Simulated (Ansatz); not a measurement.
# Straining SnSe2

The calculation used Ansatz 0.2.0, DFT PBEsol, scalar-relativistic, plane waves, PAW. Run with 420 eV cutoff, 12×12×6 k-mesh, Gaussian smearing of 0.02 eV, no spin polarisation.

Reference structure (relaxed):

```
CELL_PARAMETERS angstrom
3.81745 0.00000 0.00000
-1.90872 3.30601 0.00000
0.00000 0.00000 6.15468
ATOMIC_POSITIONS crystal
Sn 0.00000 0.00000 0.00000
Se 0.66667 0.33333 0.74217
Se 0.33333 0.66667 0.25783
```

Deformation: biaxial strain in the a-b plane, with the length and tilt of c and the atoms relaxed, all within the symmetry that the strain leaves. Energies are extrapolated to zero smearing. Stress is positive in compression, on the Cartesian axes of the cell above. Gaps are Kohn–Sham gaps over the whole zone.

Strains computed: -6.0, -4.0, -2.0, +2.0, +4.0, +6.0 %.

(1) At which strain does the energy stand 48.5 meV/atom over the relaxed crystal with σxx = -4.28, σyy = -4.28, σzz = -0.01 GPa?

## Answers

(1) +6.0 %.

Cost: 7 runs of about 9.2 core-minutes in all, on Arm Neoverse V2 (shared hosts).